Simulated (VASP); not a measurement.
A run of VASP 6.6.1:

Contents of INCAR:

```
PREC = Accurate ; ENCUT = 520
EDIFF = 1E-6 ; ISMEAR = 0
SIGMA = 0.15 ; LREAL = False
LASPH = True ; NELM = 100
ALGO = Fast ; ISIF = 2
LWAVE = False ; LCHARG = False
GGA = PE ; NBANDS = 18
```

The input KPOINTS:

```
regular mesh
0
Gamma
  12 12 12
```

Contents of POSCAR:

```
BiTe
1.0
    0.0000000000      3.2511939987      3.0993632390
    3.2511939987      0.0000000000      3.0993632390
    3.2511939987      3.2511939987      0.0000000000
Bi Te
1 1
Direct
    0.0101695256      0.0101695256     -0.0101695256
    0.4833445805      0.4833445805      0.5166554195
```

Potentials or basis: VASP PAW PBE potentials, release 64 (Bi_d, Te).

The run is started by

```console
$ cat potpaw_PBE.64/Bi_d/POTCAR potpaw_PBE.64/Te/POTCAR > POTCAR
$ mpirun -np 1 vasp_std > vasp.out
```

Hardware: 1 thread of AMD EPYC 9R45 96-Core Processor (Zen 5) (shared host).

Problem. How long does it take, and how much memory?

Solution. Run time: 2.4 min on 1 thread of AMD EPYC 9R45 96-Core Processor (Zen 5) (shared host), peak memory 0.31 GiB. Counts: scf iterations 13, k points 163.
